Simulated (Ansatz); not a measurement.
A plane-wave DFT run in Ansatz 0.2.0 (scalar-relativistic PAW potentials unless the input names others): input and command.

```yaml
crystal:
  lattice:
    - [0.0, 2.0544280775, 2.0544280775]
    - [2.0544280775, 0.0, 2.0544280775]
    - [2.0544280775, 2.0544280775, 0.0]
  atoms:
    - { symbol: Mg, position: [0.0, 0.0, 0.0] }
    - { symbol: O, position: [0.5, 0.5, 0.5] }
basis:
  ecutwfc: 420
kpoints:
  mp_grid: { grid: [10, 10, 10] }
hamiltonian:
  xc: pbesol
  hubbard: { sites: [{ species: O, l: f, u_eff: 4.0 }] }
scf:
  occupations: { method: gaussian, width: 0.05 }
  max_iter: 60
output:
  forces: true
  eigenvalues: true
  stress: true
```

```bash
ansatz run input.yaml --threads 2 --pin off --max-ram 5120MiB --backend cpu --events-out ev --progress --plain --runs-dir out
```

Problem. Will this input run?

Solution. The program refuses it, because of a U on a shell that isn't there (hamiltonian.hubbard: not typed → {"sites": [{"species": "O", "l": "f", "u_eff": 4.0}]}). Without that key it is accepted.

Abridged log:
```
Error: inconsistent input (hamiltonian.hubbard.sites[].l, hamiltonian.hubbard.sites[].shell): the file of O doesn't list 4f, and it can't be added: PBE doesn't bind the shell 4f of the free atom, whose level lies at +1.15 eV. Type an atom or ion with it (hamiltonian.pseudopotentials.projection_atoms), take another file or name another shell
```

Cost: 1 run of about 0.0073 core-minutes, on Intel Xeon Processor @ 2.50GHz (Skylake/Cascade Lake) (shared hosts).